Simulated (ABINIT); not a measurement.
# InAs (F-43m) in ABINIT: a series of runs

Aim: see how the results for InAs move with the level of theory and the settings. Levels: PBE, WC, rPW86PBE. Tasks: phonons at a zone-boundary q, equation of state, band structure.

Program: ABINIT 10.8.3 (patched build). These are calculated values, not measurements. Logs are shortened: lines on timing, memory, paths and dates and some standing lists are left out, and cuts for length are marked. The log counts tension as positive stress, the text compression.

**Experimental background.**

From a printed reference work, data compilation, for a bulk crystal of InAs at 4.2 K: band gap 0.418 eV (direct).

The runs below are set against these values where they give the same quantity.

## (1) Starting point

The structure is cubic, space group F-43m (No. 216). Conventional cell: a = 6.036 Å, b = 6.036 Å, c = 6.036 Å, α = 90.00°, β = 90.00°, γ = 90.00°. Around In (site symmetry -43m) lie 4 As at 2.61 Å. As (site symmetry -43m) has 4 In at 2.61 Å as nearest neighbours.

## (2) Phonons at a zone-boundary q, PBE

Contents of run.abi:

```
# Datasets
ndtset 2

# Pseudopotentials
pp_dirpath "./"
pseudos "In.upf, As.upf"

# Structure
acell 3*1.0 Angstrom
rprim
     0.0000000000     3.0180000000     3.0180000000
     3.0180000000     0.0000000000     3.0180000000
     3.0180000000     3.0180000000     0.0000000000
ntypat 2
znucl 49 33
natom 2
typat 1 2
xred
            0.0            0.0            0.0
            3/4            3/4            3/4

# Plane-wave basis
ecut 1034.032677 eV

# k points
ngkpt 4 4 4
nshiftk 1
shiftk 0.0 0.0 0.0

# Exchange and correlation
ixc 11

# Bands and occupations
nband 21
occopt 3
tsmear 0.05 eV

# SCF cycle
nstep 80

# Output
prteig 0
prtebands 0
prtwf 0
prtden 0
prtpot 0

# Dataset 1: ground state
kptopt1 1
tolvrs1 1.0e-15
prtwf1 1
tolwfr1 1.0e-17
nbdbuf1 3

# Dataset 2: atomic displacements at q = 0.5 0.5 0.5
rfphon2 1
rfatpol2 1 2
rfdir2 1 1 1
getwfk2 1
kptopt2 3
nqpt2 1
qpt2 1/2 1/2 1/2
tolvrs2 1.0e-9
```

Potentials or basis: PseudoDojo NC SR PBE v0.4.1 standard.

Run with:

```
abinit run.abi > log 2>&1
```

run.abo:

```text
.Version 10.8.3 of ABINIT
 DATASET    1 : space group F-4 3 m (#216); Bravais cF (face-center cubic)
================================================================================
 Values of the parameters that define the memory need for DATASET  1.
     intxc =       0    ionmov =       0      iscf =       7    lmnmax =       6
     lnmax =       6     mgfft =      48  mpssoang =       3    mqgrid =    3001
     natom =       2  nloc_mem =       1    nspden =       1   nspinor =       1
    nsppol =       1      nsym =      24    n1xccc =    2501    ntypat =       2
    occopt =       3   xclevel =       2
       mpw =        4168          nfft =      110592          nkpt =           8
================================================================================
================================================================================

 DATASET    2 : space group F-4 3 m (#216); Bravais cF (face-center cubic)
================================================================================
 Values of the parameters that define the memory need for DATASET  2 (RF).
     intxc =       0      iscf =       7    lmnmax =       6     lnmax =       6
     mgfft =      48  mpssoang =       3    mqgrid =    3001     natom =       2
  nloc_mem =       1    nspden =       1   nspinor =       1    nsppol =       1
      nsym =      24    n1xccc =    2501    ntypat =       2    occopt =       3
   xclevel =       2
      nfft =      110592          nkpt =          64
================================================================================
================================================================================

--------------------------------------------------------------------------------
------------- Echo of variables that govern the present computation ------------
--------------------------------------------------------------------------------
 -outvars: echo values of preprocessed input variables --------
            acell      1.8897261259E+00  1.8897261259E+00  1.8897261259E+00 Bohr
              amu      1.14820000E+02  7.49215900E+01
             ecut      3.80000000E+01 Hartree
           getwfk1          0
           getwfk2          1
                       outvar_i_n : Printing only first  50 k-points.
              ixc          11
           jdtset        1    2
                       outvar_i_n : Printing only first  50 k-points.
           kptopt1          1
           kptopt2          3
         kptrlatt        4    0    0      0    4    0      0    0    4
          kptrlen      3.22621341E+01
            natom           2
            nband1         21
            nband2         21
           nbdbuf1          3
           nbdbuf2          2
           ndtset           2
            ngfft          48      48      48
             nkpt1          8
             nkpt2         64
             nqpt1          0
             nqpt2          1
            nstep          80
             nsym          24
           ntypat           2
                       prtocc : prtvol=0, do not print more k-points.
           occopt           3
        optdriver1          0
        optdriver2          1
           prtden           0
        prtebands           0
           prteig           0
            prtwf1          1
            prtwf2          0
              qpt1     0.00000000E+00  0.00000000E+00  0.00000000E+00
              qpt2     5.00000000E-01  5.00000000E-01  5.00000000E-01
           rfphon1          0
           rfphon2          1
            rprim      0.0000000000E+00  3.0180000000E+00  3.0180000000E+00
                       3.0180000000E+00  0.0000000000E+00  3.0180000000E+00
                       3.0180000000E+00  3.0180000000E+00  0.0000000000E+00
          spgroup         216
           tolvrs1     1.00000000E-15
           tolvrs2     1.00000000E-09
           tolwfr1     1.00000000E-17
           tolwfr2     0.00000000E+00
           tsmear      1.83746611E-03 Hartree
            typat      1  2
                       outvars : Printing only first  50 k-points.
           xangst      0.0000000000E+00  0.0000000000E+00  0.0000000000E+00
                       4.5270000000E+00  4.5270000000E+00  4.5270000000E+00
            xcart      0.0000000000E+00  0.0000000000E+00  0.0000000000E+00
                       8.5547901720E+00  8.5547901720E+00  8.5547901720E+00
             xred      0.0000000000E+00  0.0000000000E+00  0.0000000000E+00
                       7.5000000000E-01  7.5000000000E-01  7.5000000000E-01
            znucl       49.00000   33.00000

================================================================================

 chkinp: Checking input parameters for consistency, jdtset=   1.

 chkinp: Checking input parameters for consistency, jdtset=   2.

================================================================================
== DATASET  1 ==================================================================

--- !DatasetInfo
iteration_state: {dtset: 1, }
[... 200 lines left out ...]

 The list of irreducible perturbations for this q vector is:
    1)    idir= 1    ipert=   1
    2)    idir= 1    ipert=   2

================================================================================

 The perturbation idir=   2  ipert=   1 is
 symmetric of a previously calculated perturbation.
 So, its SCF calculation is not needed.
[... 9 lines left out ...]
 The perturbation idir=   3  ipert=   2 is
 symmetric of a previously calculated perturbation.
 So, its SCF calculation is not needed.

--------------------------------------------------------------------------------
 Perturbation wavevector (in red.coord.)   0.500000  0.500000  0.500000
 Perturbation : displacement of atom   1   along direction   1
 Found     2 symmetries that leave the perturbation invariant.
 symkpt : the number of k-points, thanks to the symmetries,
 is reduced to    40 .

--------------------------------------------------------------------------------

--------------------------------------------------------------------------------

 dfpt_looppert : total number of electrons, from k and k+q
  fully or partially occupied states are    2.800000E+01 and    2.800000E+01.
 Initialisation of the first-order wave-functions :
  ireadwf=   0

--- !BeginCycle
iteration_state: {dtset: 2, }
solver: {iscf: 7, nstep: 80, nline: 4, wfoptalg: 0, }
tolerances: {tolvrs: 1.00E-09, }
...

     iter   2DEtotal(Ha)        deltaE(Ha) residm    vres2
-ETOT  1   14.074278036917     -1.706E+04 2.866E+01 2.002E+04
 ETOT  2   6.6944138761378     -7.380E+00 1.964E-01 1.615E+03
 ETOT  3   6.6106388578360     -8.378E-02 4.677E-03 3.255E+02
 ETOT  4   6.5970922470465     -1.355E-02 1.938E-03 4.368E+01
 ETOT  5   6.5941375100215     -2.955E-03 2.238E-04 7.411E+00
 ETOT  6   6.5938330315498     -3.045E-04 1.716E-04 5.166E-01
 ETOT  7   6.5938125685739     -2.046E-05 2.623E-05 1.007E-02
 ETOT  8   6.5938119099687     -6.586E-07 3.373E-06 4.277E-03
 ETOT  9   6.5938116559432     -2.540E-07 5.855E-07 2.562E-04
 ETOT 10   6.5938116392085     -1.673E-08 6.897E-08 9.363E-05
 ETOT 11   6.5938116339771     -5.231E-09 2.096E-08 3.486E-06
 ETOT 12   6.5938116335988     -3.783E-10 1.529E-09 3.640E-07
 ETOT 13   6.5938116335697     -2.910E-11 8.336E-10 1.298E-08
 ETOT 14   6.5938116335842      1.455E-11 5.598E-11 1.121E-09
 ETOT 15   6.5938116336170      3.274E-11 3.222E-11 8.994E-11

 At SCF step   15       vres2   =  8.99E-11 < tolvrs=  1.00E-09 =>converged.
================================================================================

 ----iterations are completed or convergence reached----

 Mean square residual over all n,k,spin=   94.451E-15; max=  32.221E-12

 2DEtotal=    0.6593811634E+01 Ha. Also 2DEtotal=    0.179426755196E+03 eV
    (2DErelax=   -1.7065944937E+04 Ha. 2DEnonrelax=    1.7072538749E+04 Ha)
    (  non-var. 2DEtotal :    6.5938114344E+00 Ha)

--------------------------------------------------------------------------------
 Perturbation wavevector (in red.coord.)   0.500000  0.500000  0.500000
 Perturbation : displacement of atom   2   along direction   1
 Found     2 symmetries that leave the perturbation invariant.
 symkpt : the number of k-points, thanks to the symmetries,
 is reduced to    40 .

--------------------------------------------------------------------------------

--------------------------------------------------------------------------------

 dfpt_looppert : total number of electrons, from k and k+q
  fully or partially occupied states are    2.800000E+01 and    2.800000E+01.
 Initialisation of the first-order wave-functions :
  ireadwf=   0

--- !BeginCycle
iteration_state: {dtset: 2, }
solver: {iscf: 7, nstep: 80, nline: 4, wfoptalg: 0, }
tolerances: {tolvrs: 1.00E-09, }
...

     iter   2DEtotal(Ha)        deltaE(Ha) residm    vres2
-ETOT  1   19.798786170526     -6.397E+04 4.646E+01 1.187E+04
 ETOT  2   7.0548750336670     -1.274E+01 4.433E-01 8.741E+02
 ETOT  3   7.0132243189869     -4.165E-02 8.555E-03 4.624E+02
 ETOT  4   6.9906840677645     -2.254E-02 1.392E-03 1.649E+01
 ETOT  5   6.9894367331067     -1.247E-03 2.933E-04 9.497E+00
 ETOT  6   6.9890535863155     -3.831E-04 4.706E-05 1.868E-01
 ETOT  7   6.9890411274168     -1.246E-05 1.323E-05 2.158E-02
 ETOT  8   6.9890398269195     -1.300E-06 1.235E-06 2.665E-03
 ETOT  9   6.9890396627084     -1.642E-07 4.129E-07 5.057E-04
 ETOT 10   6.9890396387632     -2.395E-08 4.042E-08 4.065E-05
 ETOT 11   6.9890396367186     -2.045E-09 1.386E-08 1.776E-06
 ETOT 12   6.9890396364567     -2.619E-10 1.356E-09 1.273E-07
 ETOT 13   6.9890396366386      1.819E-10 4.599E-10 9.572E-09
 ETOT 14   6.9890396365440     -9.459E-11 4.594E-11 2.188E-09
 ETOT 15   6.9890396362166     -3.274E-10 1.540E-11 9.096E-11

 At SCF step   15       vres2   =  9.10E-11 < tolvrs=  1.00E-09 =>converged.
================================================================================

 ----iterations are completed or convergence reached----

 Mean square residual over all n,k,spin=   55.863E-15; max=  15.397E-12

 2DEtotal=    0.6989039636E+01 Ha. Also 2DEtotal=    0.190181457030E+03 eV
    (2DErelax=   -6.3981456101E+04 Ha. 2DEnonrelax=    6.3988445140E+04 Ha)
    (  non-var. 2DEtotal :    6.9890378878E+00 Ha)

================================================================================

 ---- first-order wavefunction calculations are completed ----

 ==> Compute Derivative Database <==

  Dynamical matrix, in cartesian coordinates,
   if specified in the inputs, asr has been imposed
     j1       j2             matrix element
  dir pert dir pert     real part    imaginary part

   1    1   1    1         0.0910421398        -0.0000005092
   1    1   2    1         0.0103187284         0.0000005092
   1    1   3    1         0.0103187284         0.0000005092
   1    1   1    2        -0.0425039671        -0.0000011158
   1    1   2    2         0.0371576136         0.0000002037
   1    1   3    2         0.0371576136         0.0000002037
[... 29 lines left out ...]
   3    2   1    1         0.0371576732        -0.0000000207
   3    2   2    1         0.0371576732        -0.0000000207
   3    2   3    1        -0.0425040295         0.0000009330
   3    2   1    2         0.0102157312         0.0000012864
   3    2   2    2         0.0102157312         0.0000012864
   3    2   3    2         0.0972206060        -0.0000012864

  Phonon wavevector (reduced coordinates) :  0.50000  0.50000  0.50000
 Phonon energies in Hartree :
   1.540104E-04  1.540104E-04  6.692989E-04  9.731750E-04  9.995051E-04
   9.995051E-04
 Phonon frequencies in cm-1    :
   3.380139E+01  3.380139E+01  1.468941E+02  2.135872E+02  2.193660E+02
   2.193660E+02

== END DATASET(S) ==============================================================
================================================================================

 -outvars: echo values of variables after computation  --------
            acell      1.8897261259E+00  1.8897261259E+00  1.8897261259E+00 Bohr
           etotal1    -1.7252964545E+02
           etotal2     6.9890396362E+00
            fcart1    -2.9508086650E-30 -2.9508086650E-30  8.8524259951E-30
                       2.9508086650E-30  2.9508086650E-30 -8.8524259951E-30
            fcart2     0.0000000000E+00  0.0000000000E+00  0.0000000000E+00
                       0.0000000000E+00  0.0000000000E+00  0.0000000000E+00
            rprim      0.0000000000E+00  3.0180000000E+00  3.0180000000E+00
                       3.0180000000E+00  0.0000000000E+00  3.0180000000E+00
                       3.0180000000E+00  3.0180000000E+00  0.0000000000E+00
           strten1    -1.4473363051E-04 -1.4473363051E-04 -1.4473363051E-04
                       0.0000000000E+00  0.0000000000E+00  0.0000000000E+00
           strten2     0.0000000000E+00  0.0000000000E+00  0.0000000000E+00
                       0.0000000000E+00  0.0000000000E+00  0.0000000000E+00
           xangst      0.0000000000E+00  0.0000000000E+00  0.0000000000E+00
                       4.5270000000E+00  4.5270000000E+00  4.5270000000E+00
             xred      0.0000000000E+00  0.0000000000E+00  0.0000000000E+00
                       7.5000000000E-01  7.5000000000E-01  7.5000000000E-01
 Calculation completed.
```

Run time: 7.1 min. Hardware: 1 thread of Arm Neoverse V1, shared host; peak memory 0.29 GiB.

The run converged, but some of its settings lie outside the range that counts as converged, so its numbers aren't taken as properties of the crystal.

What came out:

```
Free energy                                 : -4694.7708 eV
Band gap on the k mesh                      : none (metal or under the smearing width)
Highest phonon frequency at the q point run : 219 cm⁻¹
```

Caveat: the k mesh is coarse (spacing up to 0.45 Å⁻¹), so the values aren't converged; the mesh is coarse for a metal's response; the cutoff is too short for stress, so the log's stress isn't used; this crystal is a semiconductor, whose small gap the functional closes, so the metal is an error of the method.

## (3) Equation of state, WC

Contents of run.abi:

```
ndtset 7
getwfk -1
scalecart1 3*0.9795861087
scalecart2 3*0.9864848297
scalecart3 3*0.9932883884
scalecart4 3*1.0000000000
scalecart5 3*1.0066227096
scalecart6 3*1.0131594038
scalecart7 3*1.0196128224

pp_dirpath "./"
pseudos "In.GGA_PBE-JTH_sp.xml, As.GGA_PBE-JTH_sp.xml"

acell 3*1.0 Angstrom
rprim
     0.0000000000     3.0180000000     3.0180000000
     3.0180000000     0.0000000000     3.0180000000
     3.0180000000     3.0180000000     0.0000000000
ntypat 2
znucl 49 33
natom 2
typat 1 2
xred
     0.0000000000     0.0000000000     0.0000000000
     0.7500000000     0.7500000000     0.7500000000

ecut 15.0
pawecutdg 30.0

kptopt 1
ngkpt 8 8 8
nshiftk 1
shiftk 0.0 0.0 0.0

ixc 23

nband 8
occopt 3
tsmear 0.00183747

nstep 100
tolvrs 1.0e-9

iomode 3
prtwf 1
prtden 0
prteig 0
prtebands 0
```

Potentials or basis: JTH PAW PBE v2.0 sp.

Run with:

```
abinit run.abi > log 2>&1
```

Wall time 53 s (1 thread of Arm Neoverse V1, shared host); peak memory 0.14 GiB.

It converged, with:

* Equilibrium volume: 28.82 Å³/atom
* Bulk modulus: 57 GPa
* Pressure derivative of the bulk modulus: 4.6

Energy against volume, from the lowest point:
```
volume (Å³/atom)  energy (meV/atom)
          25.840              67.04
          26.389              42.78
          26.939              24.43
          27.489              11.61
          28.039               3.65
          28.588               0.00
          29.138               0.29
```

Caveat: the cutoff is too short for stress, so the log's stress isn't used; pressures at fixed basis lie under the slope of the energies; the PAW data sets were made with another functional, which shifts forces and pressure a little; this set keeps more shells in the core, which shifts pressures and gaps; the atomic spheres overlap. Zero-point motion and thermal expansion aren't in these numbers.

## (4) Band structure, rPW86PBE

Contents of run.abi:

```
# Datasets: ground state, then fixed potential
ndtset 2

# Pseudopotentials
pp_dirpath "./"
pseudos "In.GGA_PBE-JTH_sp.xml, As.GGA_PBE-JTH_sp.xml"

# Structure
acell 8.0655335175 8.0655335175 8.0655335175
rprim
     0.0000000000     0.7071067812     0.7071067812
     0.7071067812     0.0000000000     0.7071067812
     0.7071067812     0.7071067812     0.0000000000
ntypat 2
znucl 49 33
natom 2
typat 1 2
xred
     0.0000000000     0.0000000000     0.0000000000
     0.7500000000     0.7500000000     0.7500000000

# Plane-wave basis
ecut 15.0
pawecutdg 30.0

# Exchange and correlation
ixc -144130

# Bands and occupations
occopt 3
tsmear 0.00183747

# SCF cycle
nstep 100

# Output
iomode 3
prtwf 0
prteig 0
prtebands 0
enunit 1
prtden1 1

# Dataset 1
kptopt1 1
ngkpt1 8 8 8
nshiftk1 1
shiftk1 0.0 0.0 0.0
nband1 8
tolvrs1 1.0e-9

# Dataset 2: bands along G-X-W-K-G-L-U-W-L-K
iscf2 -2
getden2 1
nband2 12
nbdbuf2 2
tolwfr2 1.0e-12
kptopt2 -9
ndivsm2 6
prteig2 1
kptbounds2
     0.0000000000     0.0000000000     0.0000000000
     0.5000000000     0.0000000000     0.5000000000
     0.5000000000     0.2500000000     0.7500000000
     0.3750000000     0.3750000000     0.7500000000
     0.0000000000     0.0000000000     0.0000000000
     0.5000000000     0.5000000000     0.5000000000
     0.6250000000     0.2500000000     0.6250000000
     0.5000000000     0.2500000000     0.7500000000
     0.5000000000     0.5000000000     0.5000000000
     0.3750000000     0.3750000000     0.7500000000
```

Run with:

```
abinit run.abi > log 2>&1
```

Run time: 31 s. Hardware: 1 thread of Arm Neoverse V1, shared host; peak memory 0.12 GiB.

Results (log left out):

```
Free energy            : -232.8459 eV
Band gap on the k mesh : none (metal or under the smearing width)
```

Levels at the corners of the path, in eV from the Fermi level:
```csv
point,band 1,band 2,band 3,band 4,band 5,band 6,band 7,band 8,band 9
Γ,-11.99,-0.29,-0.05,-0.05,-0.05,3.90,3.90,3.90,7.55
X,-10.22,-5.93,-2.38,-2.38,1.48,2.02,9.23,9.24,9.24
W,-10.19,-5.77,-3.04,-2.93,4.22,4.29,4.99,6.10,9.71
K,-10.25,-5.78,-3.35,-2.00,2.07,4.28,7.32,7.46,7.77
Γ,-11.99,-0.29,-0.05,-0.05,-0.05,3.90,3.90,3.90,7.55
L,-10.73,-5.84,-1.04,-1.04,0.89,4.67,4.67,6.88,9.10
U,-10.25,-5.78,-3.35,-2.00,2.07,4.28,7.32,7.46,7.77
W,-10.19,-5.77,-3.04,-2.93,4.22,4.29,4.99,6.10,9.71
L,-10.73,-5.84,-1.04,-1.04,0.89,4.67,4.67,6.88,9.10
K,-10.25,-5.78,-3.35,-2.00,2.07,4.28,7.32,7.46,7.77
```

Caveat: the cutoff is too short for stress, so the log's stress isn't used; the PAW data sets were made with another functional, which shifts forces and pressure a little; spin-orbit coupling is left out, which moves the levels of the heavy elements; this set keeps more shells in the core, which shifts pressures and gaps; this crystal is a semiconductor, whose small gap the functional closes, so the metal is an error of the method; the atomic spheres overlap.

## (5) How close it comes

Step 4. A measured gap of InAs is 0.418 eV (direct; 4.2 K; a printed reference work, data compilation); the calculated 0.00 eV misses it by -0.42 eV. Spin-orbit coupling on As, In is left out. The value is that of rPW86PBE on a finite k mesh, which can miss the band edges, without temperature or zero-point motion.
